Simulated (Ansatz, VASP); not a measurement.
CuO: VASP beside Ansatz

```
Cu O
1.0
     2.83633    0.00000    0.00000
    -1.41816    2.45633    0.00000
     0.00000    0.00000    2.76811
Cu O
1 1
Direct
  0.00000 0.00000 0.00000
  0.66667 0.33333 0.50000
```

Measurements of this composition are mostly on another form, of space group No. 15.

Alike in both runs: task single point; functional PBE; k mesh 11 × 11 × 10; occupations fermi-dirac, width 0.05 eV; no spin polarisation.

|  | VASP | Ansatz |
| --- | --- | --- |
| version | VASP 6.6.1 | Ansatz 0.2.0 |
| potentials or method | VASP PAW PBE potentials, release 64 (Cu, O) | Ansatz PAW |
| plane-wave cutoff (eV) | 520 | 420 |
| valence electrons in the cell | 17 | 25 |

Ansatz gave:

```
gap on the k mesh at the Fermi level (eV)       : none
pressure (GPa)                                  : -0.5
largest component of the traceless stress (GPa) : 6.86
```

Task: Which values does VASP return?

Result: gap on the k mesh at the Fermi level (eV): none; pressure (GPa): -0.4; largest component of the traceless stress (GPa): 6.87.

A gap of «none» marks a metal or a gap that the smearing closes. The two sets of potentials don't hold the same shells in valence.

Caveats: an odd number of electrons without spin polarisation forces a metal; a magnetic or distorted state may lie lower; the run has no spin polarisation, though such a crystal can be magnetic; semilocal functionals often make such compounds metallic where correlation or magnetic order opens a gap, which also shifts bond lengths; the pressure holds a Pulay correction of +0.7 GPa for the finite cutoff (Ansatz).
